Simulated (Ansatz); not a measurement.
Crystal: BP.

```
P B
1.0
     0.00000    2.26900    2.26900
     2.26900    0.00000    2.26900
     2.26900    2.26900    0.00000
P B
1 1
Direct
  0.75000 0.75000 0.75000
  0.00000 0.00000 0.00000
```

Below is the output of Ansatz 0.2.0 for this cell. Logs are shortened: lines on timing, memory, paths and dates and some standing lists are left out, and cuts for length are marked.

```text
Warning: RAYON_NUM_THREADS=2 ignored (pool sized by the plan → 2); use --threads N
scf.n_extra_bands = 6 over 4 filled bands (N_el = 8.0): the run solves 10 bands
Engine: ansatz 0.2.0, aarch64-unknown-linux-gnu
Pseudopotentials: kind: paw
Pseudopotential: P, paw, valence charge 5, recommended cutoff 420 eV (normal), P.paw.azcp
Pseudopotential: B, paw, valence charge 3, recommended cutoff 420 eV (normal), B.paw.azcp
Functional definition: RPBE
  parameter kappa = 0.804
  parameter beta = 0.06672455060314922
  exchange = rpbe_x(kappa = kappa, mu = beta*pi^2/3)
  correlation = pbe_c(beta = beta)
Crystal: 2 atoms, lattice volume = 23.363 Å³
Basis set: ecut = 420 eV, 459 PW (Γ), exchange–correlation on 48×48×48 points (8 copies of the dense FFT grid, shifted against one another)
Bands: 10, of which v1, the nominal top of the filled ones, is band 4 counted from 1 (3 counted from 0)
Symmetry: 24 space group operations
Space group: F-43m (ITA 216), of the structure as read, at distance tolerance 2.9e-5 Å
k-points: 47 of 1000 (time reversal used)
Non-local potential: P, projectors of the file, l = 0: 2, l = 1: 2, l = 2: 2
Non-local potential: B, projectors of the file, l = 0: 2, l = 1: 2, l = 2: 1
PAW form: soft (Blöchl's): semilocal exchange-correlation on the pseudo side does not see the compensation charge
PAW frozen core: P, regenerated for the run's functional, and the local potential with it (the file was generated under x = pbe(κ = 0.804, μ = 0.2195149727645171), c = pbe(β = 0.06672455060314922))
PAW frozen core: B, regenerated for the run's functional, and the local potential with it (the file was generated under x = pbe(κ = 0.804, μ = 0.2195149727645171), c = pbe(β = 0.06672455060314922))
PAW one-centre angular grid: P, 110 points (default); XC on 64 Gauss nodes
PAW one-centre angular grid: B, 110 points (default); XC on 64 Gauss nodes
Initial density: superposition of atomic densities (neutral atoms: chi_scale 0, normalization atom), corrected by the library's trained network
Initial wavefunctions: pseudopotential atomic-orbital guess
Functional: x = rpbe, c = pbe(β = 0.06672455060314922)
SCF iter   1: F=—  HF=-916.749434 eV  |F-HF|=—  |Δ(HF+E_count)|=         —  Δρ=2.74e-3  dr2=1.11e-3  ethr=1.77e-3  ⟨swp⟩=6.1  Hψ=3922  notcnv=0  defer=2
preconditioner: auto → none  [insulator: Δε(μ)=1.250 eV  Ē_g=15.015 eV  σ=0.050 eV  W_gap=1.00  n_scr=0 (ndim 8)  ℏωp=21.7 eV  f_vac=0.000  D(μ)=0.00/eV (n_scr^D=0)  ε∞_Penn≈3.1]
SCF iter   2: F=—  HF=-916.749314 eV  |F-HF|=—  |Δ(HF+E_count)|=   1.20e-4  Δρ=1.27e-3  dr2=2.53e-4  ethr=1.39e-5  ⟨swp⟩=2.4  Hψ=1037  notcnv=0  defer=19
SCF iter   3: F=—  HF=-916.749292 eV  |F-HF|=—  |Δ(HF+E_count)|=   2.17e-5  Δρ=5.15e-4  dr2=2.55e-5  ethr=3.17e-6  ⟨swp⟩=2.1  Hψ=585  notcnv=0  defer=19
SCF iter   4: F=—  HF=-916.749310 eV  |F-HF|=—  |Δ(HF+E_count)|=   1.74e-5  Δρ=1.10e-4  dr2=2.27e-6  ethr=3.18e-7  ⟨swp⟩=2.7  Hψ=599  notcnv=0  defer=19
SCF iter   5: F=—  HF=-916.749311 eV  |F-HF|=—  |Δ(HF+E_count)|=   1.18e-6  Δρ=2.54e-5  dr2=1.98e-7  ethr=2.83e-8  ⟨swp⟩=2.0  Hψ=563  notcnv=0  defer=19
SCF iter   6: F=-916.749311 eV  HF=-916.749311 eV  |F-HF|=2.19e-9  |Δ(HF+E_count)|=   4.34e-8  Δρ=3.54e-6  dr2=3.78e-9  ethr=1.25e-9  ⟨swp⟩=8.1  Hψ=2457  notcnv=0
SCF 1 converged in 6 iterations: F = -916.749311 eV  dr2 = 3.78e-9
  greatest PAW one-centre occupation: 0.775 electrons in one spin orbital (limit 2), on the P atom at site 0 (counted from 0), in its partial waves of l = 0
NSCF: frozen V_eff on 142 k-points
SCF converged after 6 iterations
Free energy (F): -916.749311 eV
Harris-Foulkes:  -916.749311 eV  (|F-HF|=2.19e-9)
Internal energy: -916.749311 eV  (E = F + TS)
E sigma→0 (E₀):  -916.749311 eV
Entropy (-TS):   -0.000000 eV (-0.000 meV/atom)
Fermi energy:    9.973658 eV
--- Per-component energies (eV) ---
  E_band       = 22.834478
  E_kinetic    = 121.548895
  E_local      = -66.783504  (includes V_loc(G=0)·N_el)
  E_nonlocal   = 44.027107
  E_hartree    = 17.033881
  E_xc         = -94.960156
  E_vxc        = -100.511371  (∫ρ·V_xc dr)
  E_paw        = -652.082891  (= ΣΔE_a)
  E_vpaw       = -9.514301  (= ΣTr[D̂ρ^β])
  E_aug_tail   = 0.000001  (compensation charges beyond the density's cutoff)
  E_ewald      = -285.491518
  E_core_change = -0.041125  (= ΣΔE_core)
  E_smearing   = -0.000000  (= −TS)
  E_closure    = -0.000000  (closes the sum)
  Σ components = -916.749311   (vs F -916.749311, Δ=0.00e0)
--- Forces (eV/Å), atoms counted from 1 ---
  atom   1  P      0.00000000     0.00000000    -0.00000000
  atom   2  B     -0.00000000     0.00000000    -0.00000000
  max |Σ_I F_I| component: 3.52e-16 eV/Å
--- Stress (GPa, compression-positive) ---
        3.964723       0.000000      -0.000000
        0.000000       3.964723       0.000000
       -0.000000       0.000000       3.964723
  P = ⅓ Tr σ = 3.9647 GPa (39.647 kbar)
--- Band table (eV; the first three rows and the last of 47) ---
  k-point 0: bands = ["-6.1200", "9.3597", "9.3597", "9.3597", "12.7643", "12.7643", "12.7643", "16.7717", "21.0174", "21.3415"]
  k-point 1: bands = ["-5.9398", "8.0545", "9.0641", "9.0641", "13.1731", "13.1731", "13.2087", "17.2948", "20.6953", "20.6953"]
  k-point 2: bands = ["-5.4061", "5.7093", "8.5032", "8.5032", "13.4121", "13.8931", "13.8931", "18.4844", "20.1205", "20.1205"]
  k-point 46: bands = ["-1.0064", "1.1861", "3.8305", "4.0047", "13.9895", "14.8086", "17.5990", "18.0747", "22.2177", "25.4921"]
```

Write the input and the command behind it.

Band structure with RPBE, no spin polarisation. The files as run (others can give the same):

input.yaml
```yaml
crystal:
  lattice:
    - [0.0, 2.269, 2.269]
    - [2.269, 0.0, 2.269]
    - [2.269, 2.269, 0.0]
  atoms:
    - { symbol: P, position: [0.75, 0.75, 0.75] }
    - { symbol: B, position: [0.0, 0.0, 0.0] }
hamiltonian:
  xc: rpbe
  pseudopotentials: { kind: paw }
kpoints:
  mp_grid: { grid: [10, 10, 10] }
  band_path:
    path:
      - [[0.0, 0.0, 0.0], [0.5, 0.0, 0.5], [0.5, 0.25, 0.75], [0.375, 0.375, 0.75], [0.0, 0.0, 0.0], [0.5, 0.5, 0.5], [0.625, 0.25, 0.625], [0.5, 0.25, 0.75], [0.5, 0.5, 0.5], [0.375, 0.375, 0.75]]
      - [[0.625, 0.25, 0.625], [0.5, 0.0, 0.5]]
    npoints: 14
scf:
  occupations: { method: fermi_dirac, width: 0.05 }
  n_extra_bands: 6
output:
  forces: true
  stress: true
  eigenvalues: true
  fatbands: false
```

Potentials or basis: Ansatz PAW.
Run with:
```sh
$ ansatz run input.yaml --threads 2 --pin off --max-ram 5120MiB --backend cpu --events-out ev --progress --plain --runs-dir out
```

Caveat: the PAW data sets come from PBE, with cores solved anew for the run's functional, which leaves a small shift of forces and pressure.
